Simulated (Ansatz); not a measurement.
Ti: frozen-core PAW against all-electron methods

```
CELL_PARAMETERS angstrom
-1.64100 1.64100 1.64100
1.64100 -1.64100 1.64100
1.64100 1.64100 -1.64100
ATOMIC_POSITIONS crystal
Ti 0.00000 0.00000 0.00000
```

Conventional cell: a = 3.282 Å, b = 3.282 Å, c = 3.282 Å, α = 90.00°, β = 90.00°, γ = 90.00°. Ti (atom 1) has 8 Ti at 2.84 Å as nearest neighbours.

Structure: COD 9012924, as refined from experiment and not relaxed.

All numbers are computed: DFT, PBE, PAW with Ansatz's default frozen-core files, scalar-relativistic (Ansatz 0.2.0); DFT, PBE, all-electron LAPW, scalar-relativistic (Ansatz 0.2.0).

For PAW: a Γ-centred 14×14×14 k mesh, Fermi–Dirac smearing of 0.05 eV, cutoff 420 eV, no spin polarisation. LAPW targets a basis error of 0.25 meV/atom. The Ansatz runs share mesh, smearing and spin set-up. Plane-wave (PAW) pressures include the program's estimate of the Pulay term.

Stress and pressure are positive in compression.

Levels count from the Fermi level.

PAW results:

```json
{"quantity": "pressure (GPa)", "PAW": "-2.40"}
{"quantity": "highest filled level at H (eV)", "PAW": "-2.041"}
{"quantity": "lowest empty level at H (eV)", "PAW": "3.849"}
{"quantity": "highest filled level at Γ (eV)", "PAW": "-5.885"}
{"quantity": "lowest empty level at Γ (eV)", "PAW": "0.983"}
```

Question: What does full-potential LAPW give for the same quantities?

Answer: 
| quantity | LAPW |
| --- | --- |
| pressure (GPa) | -2.40 |
| highest filled level at H (eV) | -2.041 |
| lowest empty level at H (eV) | 3.849 |
| highest filled level at Γ (eV) | -5.884 |
| lowest empty level at Γ (eV) | 0.984 |
